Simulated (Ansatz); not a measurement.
# Si: a trial structure relaxed

The task: take a trial cell of Si to zero force and stress.

Program: Ansatz 0.2.0. Level of theory: DFT PBE, scalar-relativistic, plane waves, PAW. These are calculated values, not measurements.

### 1 The structure to begin with

It takes space group I4_1/amd (No. 141, tetragonal). The conventional cell has a = 6.474 Å, b = 6.474 Å, c = 2.335 Å, α = 90.00°, β = 90.00°, γ = 90.00°. Si (site symmetry 2/m) is surrounded by 6 Si at 2.34 to 2.36 Å.

As a file:

```
CELL_PARAMETERS angstrom
-3.23688 3.23688 1.16769
3.23688 -3.23688 1.16769
3.23688 3.23688 -1.16769
ATOMIC_POSITIONS crystal
Si 0.37500 0.62500 0.75000
Si 0.87500 0.62500 0.25000
Si 0.37500 0.12500 0.75000
Si 0.37500 0.62500 0.25000
```

A structure generator made this guess: 6-connected net of one element (I4_1/amd, No. 141). Its size is a rough estimate.

### 2 Probe: one point on a coarse mesh

Input file input.yaml:

```yaml
crystal:
  lattice:
    - [-3.23688409, 3.23688409, 1.16768611]
    - [3.23688409, -3.23688409, 1.16768611]
    - [3.23688409, 3.23688409, -1.16768611]
  atoms:
    - { symbol: Si, position: [0.375, 0.625, 0.75] }
    - { symbol: Si, position: [0.875, 0.625, 0.25] }
    - { symbol: Si, position: [0.375, 0.125, 0.75] }
    - { symbol: Si, position: [0.375, 0.625, 0.25] }
basis:
  ecutwfc: 420
kpoints:
  mp_grid: { grid: [8, 8, 8] }
hamiltonian:
  xc: pbe
scf:
  occupations: { method: gaussian, width: 0.1 }
  lower_state_search: "off"
output:
  forces: true
  stress: true
  eigenvalues: true
```

Launch:

```sh
> ansatz run input.yaml --threads 1 --pin off --max-ram 2560MiB --backend cpu --events-out ev --progress --plain --runs-dir out
```

What it wrote, cut to the lines that bear on the results:

```text
Warning: RAYON_NUM_THREADS=1 ignored (pool sized by the plan → 1); use --threads N
[...]
Pseudopotentials: kind: paw
Pseudopotential: Si, paw, valence charge 4, recommended cutoff 420 eV (normal), Si.paw.azcp
Functional definition: PBE
[...]
Crystal: 4 atoms, lattice volume = 48.937 Å³
Basis set: ecut = 420 eV, 955 PW (Γ), FFT grids on a1+a2, a2, a3, exchange–correlation on 32×64×64 points (8 copies of the dense FFT grid, shifted against one another)
Bands: 12, of which v1, the nominal top of the filled ones, is band 8 counted from 1 (7 counted from 0)
Symmetry: 16 space group operations
Space group: I41/amd (ITA 141), of the structure as read, at distance tolerance 3.7e-5 Å
k-points: 59 of 512
[...]
SCF iter   1: F=—  HF=-2540.246600 eV  |F-HF|=—  |Δ(HF+E_count)|=         —  Δρ=2.57e-3  dr2=1.76e-3  ethr=1.77e-3  ⟨swp⟩=6.1  Hψ=11033  notcnv=0  defer=11
[...]
SCF iter   6: F=-2540.247025 eV  HF=-2540.247025 eV  |F-HF|=3.44e-8  |Δ(HF+E_count)|=   1.31e-7  Δρ=7.95e-6  dr2=5.02e-8  ethr=6.25e-10  ⟨swp⟩=7.6  Hψ=4393  notcnv=0
[...]
SCF converged after 6 iterations
Free energy (F): -2540.247025 eV
[...]
E sigma→0 (E₀):  -2540.243259 eV
Entropy (-TS):   -0.007531 eV (-1.883 meV/atom)
Fermi energy:    12.932391 eV
[...]
--- Forces (eV/Å), atoms counted from 1 ---
  atom   1  Si     0.00000000     0.00000000    -0.00000000
  atom   2  Si     0.00000000     0.00000000     0.00000000
  atom   3  Si    -0.00000000     0.00000000     0.00000000
  atom   4  Si    -0.00000000     0.00000000    -0.00000000
[...]
--- Stress (GPa, compression-positive) ---
       33.494183       0.000000      -0.000000
        0.000000      33.494183      -0.000000
       -0.000000       0.000000      47.831628
  P = ⅓ Tr σ = 38.2733 GPa (382.733 kbar)
--- Band table (eV; the first three rows and the last of 59) ---
  k-point 0: bands = ["-3.0084", "3.1987", "3.1987", "4.3055", "4.4059", "9.3043", "9.3043", "10.2648", "13.0562", "20.8308", "22.2524", "22.6930", "22.6930", "23.3408", "23.3408", "24.8260"]
[...]
```

Wall time 2.4 s (1 thread of Arm Neoverse V2, shared host); peak memory 0.3 GiB.

From the probe: pressure 38.3 GPa, largest force 0.00 eV/Å, gap on this mesh none (metal). A guess like this is first relaxed loosely on the coarse mesh.

### 3 Rough relaxation on the coarse mesh

Edit input.yaml of step 2 so:

```diff
@@ -23 +23,6 @@
   eigenvalues: true
+relax:
+  adjacent_minimum: "off"
+  f_tol: 0.04
+  max_steps: 70
+  cell: { stress_tol: 0.4 }
```

Launch:

```sh
> ansatz run input.yaml --threads 1 --pin off --max-ram 2560MiB --backend cpu --events-out ev --progress --plain --runs-dir out
```

What it wrote:

```text
Warning: RAYON_NUM_THREADS=1 ignored (pool sized by the plan → 1); use --threads N
basis.fft_grid_basis auto: the FFT boxes are laid along the combinations [[1, 1, 0], [0, 1, 0], [0, 0, 1]] of the cell's own vectors, 2.335, 4.724 and 4.724 Å long. The dense box has 16×32×32 points. Along the cell's own vectors, as sized, it would have 32×32×32, 2.00 times as many. Of the 16 symmetry operations that the crystal satisfies within crystal.symmetry.tolerance (time reversal apart; of a slab, those that keep its plane) the dense box along the cell's own vectors carries 16, and the one as laid loses 12 of those. basis.fft_grid_basis: typed keeps the cell's own vectors: state it where this run's energies or levels are differenced outside the engine with another run's, or held beside a run that keeps those vectors.
Engine: ansatz 0.2.0, aarch64-unknown-linux-gnu
[... 3 set-up lines as earlier in the session ...]
  parameter kappa = 0.804
  parameter beta = 0.06672455060314922
  exchange = pbe_x(kappa = kappa, mu = beta*pi^2/3)
  correlation = pbe_c(beta = beta)
Crystal: 4 atoms, lattice volume = 48.937 Å³
Basis set: ecut = 420 eV, 955 PW (Γ), FFT grids on a1+a2, a2, a3, exchange–correlation on 32×64×64 points (8 copies of the dense FFT grid, shifted against one another)
Bands: 12, of which v1, the nominal top of the filled ones, is band 8 counted from 1 (7 counted from 0)
[... 2 set-up lines as earlier in the session ...]
k-points: 59 of 512
Non-local potential: Si, projectors of the file, l = 0: 2, l = 1: 2, l = 2: 2
PAW form: soft (Blöchl's): semilocal exchange-correlation on the pseudo side does not see the compensation charge
PAW one-centre angular grid: Si, 110 points (default); XC on 64 Gauss nodes
Initial density: superposition of atomic densities (neutral atoms: chi_scale 0, normalization atom), corrected by the library's trained network
Initial wavefunctions: pseudopotential atomic-orbital guess
Functional: x = pbe(κ = 0.804, μ = 0.2195149727645171), c = pbe(β = 0.06672455060314922)
SCF iter   1: F=—  HF=-2540.246600 eV  |F-HF|=—  |Δ(HF+E_count)|=         —  Δρ=2.57e-3  dr2=1.76e-3  ethr=1.77e-3  ⟨swp⟩=6.1  Hψ=11035  notcnv=0  defer=11
automatic band count: the SCF goes on with 16 bands, as 12 were too few: the levels above may hold too much charge
preconditioner: auto → none  [metal: Δε(μ)=0.033 eV  Ē_g=11.454 eV  σ=0.100 eV  W_gap=0.18  n_scr=8 (ndim 8)  ℏωp=21.2 eV  f_vac=0.000  D(μ)=1.52/eV (n_scr^D=8)  sad-step TF]
SCF iter   2: F=—  HF=-2540.247090 eV  |F-HF|=—  |Δ(HF+E_count)|=   4.90e-4  Δρ=1.54e-3  dr2=6.51e-4  ethr=1.10e-5  ⟨swp⟩=1.6  Hψ=1483  notcnv=0  defer=25
SCF iter   3: F=—  HF=-2540.247181 eV  |F-HF|=—  |Δ(HF+E_count)|=   9.09e-5  Δρ=2.14e-4  dr2=4.26e-5  ethr=4.07e-6  ⟨swp⟩=2.0  Hψ=1238  notcnv=0  defer=25
SCF iter   4: F=—  HF=-2540.247025 eV  |F-HF|=—  |Δ(HF+E_count)|=   1.56e-4  Δρ=7.45e-5  dr2=3.50e-6  ethr=2.66e-7  ⟨swp⟩=2.3  Hψ=1228  notcnv=0  defer=25
SCF iter   5: F=—  HF=-2540.247025 eV  |F-HF|=—  |Δ(HF+E_count)|=   2.36e-7  Δρ=2.23e-5  dr2=3.92e-7  ethr=2.19e-8  ⟨swp⟩=2.0  Hψ=1228  notcnv=0  defer=25
SCF iter   6: F=-2540.247025 eV  HF=-2540.247025 eV  |F-HF|=3.44e-8  |Δ(HF+E_count)|=   1.31e-7  Δρ=7.96e-6  dr2=5.03e-8  ethr=6.25e-10  ⟨swp⟩=7.6  Hψ=4392  notcnv=0
SCF 1 converged in 6 iterations: F = -2540.247025 eV  dr2 = 5.03e-8
relax step   1: F+E_penalty+E_count = -2540.24702466 eV  Δ(F+E_penalty+E_count) = +0.000e0 eV  max|allowed force component| = 2.627e-30 eV/Å  Δτ_max = 0.0000 Å  P = +38.273 GPa  Ω = 48.937 Å³  (6 SCF iters, dr2 threshold 1.00e-7 eV, accepted)
Crystal: 4 atoms, lattice volume = 55.412 Å³
Basis set: ecut = 420 eV, 1053 PW (Γ), FFT grids on a1+a2, a2, a3, exchange–correlation on 32×64×64 points (8 copies of the dense FFT grid, shifted against one another)
Bands: 16, of which v1, the nominal top of the filled ones, is band 8 counted from 1 (7 counted from 0)
Initial density: handed on by an earlier stage of this run
Initial wavefunctions: those handed on with the density
iter 1 solved again at ethr=7.45e-5 eV; its pass at ethr=3.10e-3 eV (dr2=1.19e-2 eV) is discarded
SCF iter   1: F=—  HF=-2541.263674 eV  |F-HF|=—  |Δ(HF+E_count)|=         —  Δρ=5.23e-3  dr2=1.18e-2  ethr=7.45e-5  ⟨swp⟩=1.2  Hψ=6849  notcnv=0
preconditioner: auto → none  [metal: Δε(μ)=0.006 eV  Ē_g=10.601 eV  σ=0.100 eV  W_gap=0.03  n_scr=8 (ndim 8)  ℏωp=20.0 eV  f_vac=0.000  D(μ)=1.23/eV (n_scr^D=8)]
SCF iter   2: F=—  HF=-2541.258189 eV  |F-HF|=—  |Δ(HF+E_count)|=   5.48e-3  Δρ=2.45e-3  dr2=2.50e-3  ethr=7.39e-5  ⟨swp⟩=1.0  Hψ=944  notcnv=0
SCF iter   3: F=—  HF=-2541.256717 eV  |F-HF|=—  |Δ(HF+E_count)|=   1.47e-3  Δρ=1.31e-4  dr2=4.70e-6  ethr=1.56e-5  ⟨swp⟩=2.0  Hψ=1391  notcnv=0
SCF iter   4: F=—  HF=-2541.256751 eV  |F-HF|=—  |Δ(HF+E_count)|=   3.48e-5  Δρ=1.58e-5  dr2=6.35e-8  ethr=2.94e-8  ⟨swp⟩=2.3  Hψ=1428  notcnv=0
iter 5 did not close the SCF: its close was put off for the readings that it lacked (scf_convergence_deferred on its scf_iter line)
SCF iter   5: F=-2541.256751 eV  HF=-2541.256751 eV  |F-HF|=2.87e-9  |Δ(HF+E_count)|=   5.44e-8  Δρ=2.56e-6  dr2=4.98e-9  ethr=3.97e-10  ⟨swp⟩=2.5  Hψ=1452  notcnv=0
SCF iter   6: F=-2541.256751 eV  HF=-2541.256751 eV  |F-HF|=9.78e-11  |Δ(HF+E_count)|=   1.43e-9  Δρ=5.71e-7  dr2=1.91e-10  ethr=3.11e-11  ⟨swp⟩=1.6  Hψ=2735  notcnv=0
the search or the solves at the SCF's close seem to have found levels that the self-consistency loop had missed (the run counts 2). By its estimate they hold under 1e-12 electrons; where the run keeps them, the occupations were computed again with them
SCF 2 converged in 6 iterations: F = -2541.256751 eV  dr2 = 1.91e-10
relax step   2: F+E_penalty+E_count = -2541.25675142 eV  Δ(F+E_penalty+E_count) = -1.010e0 eV  max|allowed force component| = 2.605e-30 eV/Å  Δτ_max = 0.0000 Å  P = +13.407 GPa  Ω = 55.412 Å³  energy of the carried Pulay correction = -1.561e-3 eV  (6 SCF iters, dr2 threshold 4.00e-7 eV, accepted)
Crystal: 4 atoms, lattice volume = 59.609 Å³
Basis set: ecut = 420 eV, 1185 PW (Γ), FFT grids on a1+a2, a2, a3, exchange–correlation on 32×64×64 points (8 copies of the dense FFT grid, shifted against one another)
iter 1 solved again at ethr=2.78e-5 eV; its pass at ethr=3.10e-3 eV (dr2=4.46e-3 eV) is discarded
SCF iter   1: F=—  HF=-2541.484011 eV  |F-HF|=—  |Δ(HF+E_count)|=         —  Δρ=2.92e-3  dr2=4.41e-3  ethr=2.78e-5  ⟨swp⟩=1.2  Hψ=6816  notcnv=0
preconditioner: auto → none  [metal: Δε(μ)=0.042 eV  Ē_g=10.122 eV  σ=0.100 eV  W_gap=0.23  n_scr=8 (ndim 8)  ℏωp=19.2 eV  f_vac=0.000  D(μ)=1.26/eV (n_scr^D=8)]
SCF iter   2: F=—  HF=-2541.482341 eV  |F-HF|=—  |Δ(HF+E_count)|=   1.67e-3  Δρ=1.33e-3  dr2=8.64e-4  ethr=2.75e-5  ⟨swp⟩=1.0  Hψ=944  notcnv=0
SCF iter   3: F=—  HF=-2541.481950 eV  |F-HF|=—  |Δ(HF+E_count)|=   3.90e-4  Δρ=9.24e-5  dr2=2.91e-6  ethr=5.40e-6  ⟨swp⟩=2.0  Hψ=1384  notcnv=0
SCF iter   4: F=—  HF=-2541.482134 eV  |F-HF|=—  |Δ(HF+E_count)|=   1.84e-4  Δρ=1.04e-5  dr2=3.32e-8  ethr=2.50e-9  ⟨swp⟩=3.4  Hψ=4370  notcnv=0
iter 5 did not close the SCF: its close was put off for the readings that it lacked (scf_convergence_deferred on its scf_iter line)
SCF iter   5: F=-2541.482134 eV  HF=-2541.482134 eV  |F-HF|=3.73e-10  |Δ(HF+E_count)|=   2.09e-8  Δρ=1.53e-6  dr2=1.22e-9  ethr=2.07e-10  ⟨swp⟩=2.1  Hψ=1423  notcnv=0
SCF iter   6: F=-2541.482134 eV  HF=-2541.482134 eV  |F-HF|=6.32e-11  |Δ(HF+E_count)|=  1.05e-10  Δρ=2.93e-7  dr2=9.91e-11  ethr=7.60e-12  ⟨swp⟩=1.0  Hψ=2550  notcnv=0
SCF 3 converged in 6 iterations: F = -2541.482134 eV  dr2 = 9.91e-11
relax step   3: F+E_penalty+E_count = -2541.48213401 eV  Δ(F+E_penalty+E_count) = -2.254e-1 eV  max|allowed force component| = 1.726e-31 eV/Å  Δτ_max = 0.0000 Å  P = +3.510 GPa  Ω = 59.609 Å³  energy of the carried Pulay correction = -2.478e-3 eV  (6 SCF iters, dr2 threshold 4.00e-7 eV, accepted)
Crystal: 4 atoms, lattice volume = 61.993 Å³
Basis set: ecut = 420 eV, 1249 PW (Γ), FFT grids on a1+a2, a2, a3, exchange–correlation on 32×64×64 points (8 copies of the dense FFT grid, shifted against one another)
iter 1 solved again at ethr=1.64e-5 eV; its pass at ethr=3.10e-3 eV (dr2=2.62e-3 eV) is discarded
SCF iter   1: F=—  HF=-2541.507765 eV  |F-HF|=—  |Δ(HF+E_count)|=         —  Δρ=2.01e-3  dr2=2.56e-3  ethr=1.64e-5  ⟨swp⟩=1.5  Hψ=6697  notcnv=0
preconditioner: auto → none  [metal: Δε(μ)=0.062 eV  Ē_g=9.865 eV  σ=0.100 eV  W_gap=0.33  n_scr=8 (ndim 8)  ℏωp=18.9 eV  f_vac=0.000  D(μ)=1.24/eV (n_scr^D=8)]
SCF iter   2: F=—  HF=-2541.506907 eV  |F-HF|=—  |Δ(HF+E_count)|=   8.58e-4  Δρ=8.30e-4  dr2=4.01e-4  ethr=1.60e-5  ⟨swp⟩=1.0  Hψ=944  notcnv=0
SCF iter   3: F=—  HF=-2541.506765 eV  |F-HF|=—  |Δ(HF+E_count)|=   1.43e-4  Δρ=8.58e-5  dr2=3.00e-6  ethr=2.51e-6  ⟨swp⟩=2.0  Hψ=1389  notcnv=0
SCF iter   4: F=—  HF=-2541.507027 eV  |F-HF|=—  |Δ(HF+E_count)|=   2.62e-4  Δρ=8.58e-6  dr2=3.93e-8  ethr=2.50e-9  ⟨swp⟩=3.3  Hψ=3955  notcnv=0
iter 5 did not close the SCF: its close was put off for the readings that it lacked (scf_convergence_deferred on its scf_iter line)
SCF iter   5: F=-2541.507027 eV  HF=-2541.507027 eV  |F-HF|=1.06e-9  |Δ(HF+E_count)|=   1.03e-9  Δρ=1.99e-6  dr2=2.88e-9  ethr=2.46e-10  ⟨swp⟩=2.4  Hψ=1428  notcnv=0
SCF iter   6: F=-2541.507027 eV  HF=-2541.507027 eV  |F-HF|=2.32e-11  |Δ(HF+E_count)|=  3.04e-10  Δρ=4.72e-7  dr2=7.71e-11  ethr=1.80e-11  ⟨swp⟩=1.1  Hψ=2554  notcnv=0
SCF 4 converged in 6 iterations: F = -2541.507027 eV  dr2 = 7.71e-11
relax step   4: F+E_penalty+E_count = -2541.50702678 eV  Δ(F+E_penalty+E_count) = -2.489e-2 eV  max|allowed force component| = 4.037e-31 eV/Å  Δτ_max = 0.0000 Å  P = -0.554 GPa  Ω = 61.993 Å³  energy of the carried Pulay correction = -2.974e-3 eV  (6 SCF iters, dr2 threshold 4.00e-7 eV, accepted)
Crystal: 4 atoms, lattice volume = 61.613 Å³
iter 1 solved again at ethr=3.50e-7 eV; its pass at ethr=3.10e-3 eV (dr2=5.60e-5 eV) is discarded
SCF iter   1: F=—  HF=-2541.507621 eV  |F-HF|=—  |Δ(HF+E_count)|=         —  Δρ=3.20e-4  dr2=6.47e-5  ethr=3.50e-7  ⟨swp⟩=2.3  Hψ=5944  notcnv=0
preconditioner: auto → none  [metal: Δε(μ)=0.056 eV  Ē_g=9.906 eV  σ=0.100 eV  W_gap=0.29  n_scr=8 (ndim 8)  ℏωp=18.9 eV  f_vac=0.000  D(μ)=1.20/eV (n_scr^D=8)]
SCF iter   2: F=—  HF=-2541.507846 eV  |F-HF|=—  |Δ(HF+E_count)|=   2.25e-4  Δρ=1.29e-4  dr2=9.64e-6  ethr=3.50e-7  ⟨swp⟩=1.0  Hψ=944  notcnv=0
iter 3 did not close the SCF: its close was put off for the readings that it lacked (scf_convergence_deferred on its scf_iter line)
SCF iter   3: F=-2541.507842 eV  HF=-2541.507842 eV  |F-HF|=2.98e-9  |Δ(HF+E_count)|=   3.56e-6  Δρ=1.34e-5  dr2=6.94e-8  ethr=6.02e-8  ⟨swp⟩=1.9  Hψ=1359  notcnv=0
iter 4 did not close the SCF: its close was put off for the readings that it lacked (scf_convergence_deferred on its scf_iter line)
SCF iter   4: F=-2541.507842 eV  HF=-2541.507842 eV  |F-HF|=1.71e-10  |Δ(HF+E_count)|=  1.30e-10  Δρ=1.15e-6  dr2=4.74e-10  ethr=4.34e-10  ⟨swp⟩=2.1  Hψ=1417  notcnv=0
iter 5 did not close the SCF: its close was put off for the readings that it lacked (scf_convergence_deferred on its scf_iter line)
SCF iter   5: F=-2541.507842 eV  HF=-2541.507842 eV  |F-HF|=7.28e-12  |Δ(HF+E_count)|=  2.08e-10  Δρ=1.64e-7  dr2=2.01e-11  ethr=2.96e-12  ⟨swp⟩=2.5  Hψ=1427  notcnv=0
SCF iter   6: F=-2541.507842 eV  HF=-2541.507842 eV  |F-HF|=4.55e-13  |Δ(HF+E_count)|=  2.27e-12  Δρ=3.83e-8  dr2=1.04e-12  ethr=1.00e-12  ⟨swp⟩=1.0  Hψ=2142  notcnv=0
SCF 5 converged in 6 iterations: F = -2541.507842 eV  dr2 = 1.04e-12
relax step   5: F+E_penalty+E_count = -2541.50784227 eV  Δ(F+E_penalty+E_count) = -8.155e-4 eV  max|allowed force component| = 5.916e-31 eV/Å  Δτ_max = 0.0000 Å  P = +0.037 GPa  Ω = 61.613 Å³  energy of the carried Pulay correction = -2.896e-3 eV  (6 SCF iters, dr2 threshold 4.00e-7 eV, accepted)
Basis set: ecut = 420 eV, 1249 PW (Γ), FFT grids on a1+a2, a2, a3, exchange–correlation on 36×72×72 points (8 copies of the dense FFT grid, shifted against one another)
Initial wavefunctions: pseudopotential atomic-orbital guess (no wavefunctions were taken with the density)
iter 1 solved again at ethr=5.61e-8 eV; its pass at ethr=3.10e-3 eV (dr2=8.98e-6 eV) is discarded
SCF iter   1: F=—  HF=-2541.516502 eV  |F-HF|=—  |Δ(HF+E_count)|=         —  Δρ=2.39e-4  dr2=3.06e-6  ethr=5.61e-8  ⟨swp⟩=3.0  Hψ=8300  notcnv=0
preconditioner: auto → none  [metal: Δε(μ)=0.055 eV  Ē_g=9.905 eV  σ=0.100 eV  W_gap=0.28  n_scr=8 (ndim 8)  ℏωp=18.9 eV  f_vac=0.000  D(μ)=1.20/eV (n_scr^D=8)]
SCF iter   2: F=—  HF=-2541.516550 eV  |F-HF|=—  |Δ(HF+E_count)|=   4.79e-5  Δρ=1.21e-4  dr2=7.90e-7  ethr=1.91e-8  ⟨swp⟩=2.0  Hψ=1415  notcnv=0
SCF iter   3: F=—  HF=-2541.516559 eV  |F-HF|=—  |Δ(HF+E_count)|=   9.66e-6  Δρ=1.81e-6  dr2=7.88e-10  ethr=4.94e-9  ⟨swp⟩=2.0  Hψ=1415  notcnv=0
iter 4 did not close the SCF: its close was put off for the readings that it lacked (scf_convergence_deferred on its scf_iter line)
SCF iter   4: F=-2541.516559 eV  HF=-2541.516559 eV  |F-HF|=9.09e-11  |Δ(HF+E_count)|=  6.62e-10  Δρ=6.04e-7  dr2=4.48e-11  ethr=4.93e-12  ⟨swp⟩=2.7  Hψ=1445  notcnv=0
iter 5 did not close the SCF: its close was put off for the readings that it lacked (scf_convergence_deferred on its scf_iter line)
SCF iter   5: F=-2541.516559 eV  HF=-2541.516559 eV  |F-HF|=0.00e0  |Δ(HF+E_count)|=  9.60e-11  Δρ=4.20e-8  dr2=4.61e-13  ethr=1.00e-12  ⟨swp⟩=1.4  Hψ=1106  notcnv=0
SCF iter   6: F=-2541.516559 eV  HF=-2541.516559 eV  |F-HF|=9.09e-13  |Δ(HF+E_count)|=  1.82e-12  Δρ=8.23e-9  dr2=2.65e-14  ethr=1.00e-12  ⟨swp⟩=1.1  Hψ=2161  notcnv=0
SCF 6 converged in 6 iterations: F = -2541.516559 eV  dr2 = 2.65e-14
relax step   6: F+E_penalty+E_count = -2541.51655923 eV  Δ(F+E_penalty+E_count) = -8.717e-3 eV  max|allowed force component| = 7.580e-31 eV/Å  Δτ_max = 0.0000 Å  P = +0.191 GPa  Ω = 61.613 Å³  stress off target by 2.72e-1 GPa  SCF on the basis re-selected at this cell (its energy is not comparable with the rows above)  (6 SCF iters)
basis re-selected at this cell: Δ(F+E_penalty+E_count) = -8.717e-3 eV, ΔP = +0.154 GPa vs the last step (what re-selecting the basis moved, of the pressure what is left beyond the Pulay correction that the steps carried, after the strain that the cell walked since its last selection, with what the two solves' SCF thresholds leave and, on support functions, any second-order correction that the steps lacked; it is no measure of the basis error at this ecutwfc). The dense FFT grid was sized anew with the basis: this SCF ran on 18×36×36 points, the steps before it on 16×32×32, so part of this shift can come from that change (see relax.cell in the input reference). This SCF's stress stands 2.72e-1 GPa from its target on what of the cell is left free (relax.cell.stress_tol is 4.00e-1 GPa) and its largest allowed force component is 7.58e-31 eV/Å (relax.f_tol is 4.00e-2 eV/Å): within both
SCF converged after 6 iterations
Free energy (F): -2541.516559 eV
Harris-Foulkes:  -2541.516559 eV  (|F-HF|=9.09e-13)
Internal energy: -2541.510545 eV  (E = F + TS)
E sigma→0 (E₀):  -2541.513552 eV
Entropy (-TS):   -0.006014 eV (-1.504 meV/atom)
Fermi energy:    9.588010 eV
--- Per-component energies (eV) ---
  E_band       = 66.519320
  E_kinetic    = 162.910833
  E_local      = -10.176281  (includes V_loc(G=0)·N_el)
  E_nonlocal   = 101.960616
  E_hartree    = 4.970988
  E_xc         = -222.949470
  E_vxc        = -189.915367  (∫ρ·V_xc dr)
  E_paw        = -2049.259372  (= ΣΔE_a)
  E_vpaw       = -8.202483  (= ΣTr[D̂ρ^β])
  E_aug_tail   = 0.000026  (compensation charges beyond the density's cutoff)
  E_ewald      = -528.967884
  E_smearing   = -0.006014  (= −TS)
  E_closure    = 0.000000  (closes the sum)
  Σ components = -2541.516559   (vs F -2541.516559, Δ=0.00e0)
--- Forces (eV/Å), atoms counted from 1 ---
  atom   1  Si    -0.00000000     0.00000000    -0.00000000
  atom   2  Si    -0.00000000     0.00000000     0.00000000
  atom   3  Si    -0.00000000    -0.00000000    -0.00000000
  atom   4  Si    -0.00000000    -0.00000000    -0.00000000
  max |Σ_I F_I| component: 2.47e-30 eV/Å
--- Stress (GPa, compression-positive) ---
        0.150583       0.000000      -0.000000
        0.000000       0.150583       0.000000
       -0.000000       0.000000       0.272207
  P = ⅓ Tr σ = 0.1911 GPa (1.911 kbar)
--- Band table (eV; the first three rows and the last of 59) ---
  k-point 0: bands = ["-4.1333", "0.9889", "0.9889", "2.6957", "2.8094", "6.7831", "6.8164", "6.8164", "10.9662", "17.6183", "17.6995", "17.6995", "18.3668", "18.4686", "18.7657", "19.1495"]
  k-point 1: bands = ["-4.0397", "0.2472", "1.0823", "2.8361", "3.6662", "5.4683", "6.4389", "8.2847", "11.5238", "15.6608", "17.7211", "18.1316", "18.2011", "18.4331", "18.6181", "18.7446"]
  k-point 2: bands = ["-3.7596", "-0.8415", "1.3619", "3.0956", "4.2991", "5.2596", "5.6548", "9.9112", "12.8447", "13.4140", "17.1813", "17.7599", "17.8637", "18.0546", "18.1598", "19.0230"]
  k-point 58: bands = ["-1.1926", "-1.1926", "-1.1476", "-1.1476", "9.5886", "9.5886", "9.6048", "9.6048", "11.4360", "11.4360", "11.5495", "11.5495", "16.6847", "16.6847", "19.7132", "19.7132"]
--- Relaxed structure (5 steps of the walk, 5 accepted, 1 SCFs on fresh bases) ---
  F+E_penalty+E_count = -2541.51655923 eV   max|allowed force component| = 7.580e-31 eV/Å   (the final SCF, on the basis selected at the relaxed cell)
  cell:  # Å, volume = 61.6127 Å³
    - [-3.4579645027864983, 3.4579645027864983, 1.2881571294851786]
    - [3.4579645027864983, -3.4579645027864983, 1.2881571294851786]
    - [3.4579645027864983, 3.4579645027864983, -1.2881571294851786]
  atoms:
    - { symbol: Si, position: [0.375, 0.625, 0.75] }
    - { symbol: Si, position: [0.8750000000000001, 0.6250000000000001, 0.25] }
    - { symbol: Si, position: [0.375, 0.12499999999999997, 0.75] }
    - { symbol: Si, position: [0.37500000000000006, 0.625, 0.25] }
```

It took 15 s on 1 thread of Arm Neoverse V2, shared host; peak memory 0.34 GiB.

The steps of the relaxation:

```csv
step,energy from step 1 (eV/cell),largest force component (eV/Å),pressure (GPa),volume (Å³)
1,0.0000,0.0000,38.27,48.94
2,-1.0097,0.0000,13.41,55.41
3,-1.2351,0.0000,3.51,59.61
4,-1.2600,0.0000,-0.55,61.99
5,-1.2608,0.0000,0.04,61.61
6,-1.2695,0.0000,0.19,61.61
```

Step 1 is the start. Step 6 repeats the geometry before it on a plane-wave basis chosen anew for that cell, so its energy need not be comparable with the rows above.

Lengths and angles in the start's conventional setting:

|  | before | after | change |
| --- | --- | --- | --- |
| a (Å) | 6.474 | 6.916 | +6.8 % |
| b (Å) | 6.474 | 6.916 | +6.8 % |
| c (Å) | 2.335 | 2.576 | +10.3 % |
| volume (Å³/atom) | 12.23 | 15.40 | +25.9 % |
| shortest distance (Å) | 2.335 | 2.529 | +8.3 % |
| space group (0.01 Å) | I4_1/amd | I4_1/amd | same |

The run keeps the 16 symmetry operations of the start, so it could not have lowered the symmetry.

(Part 1 of 2 ends here.)
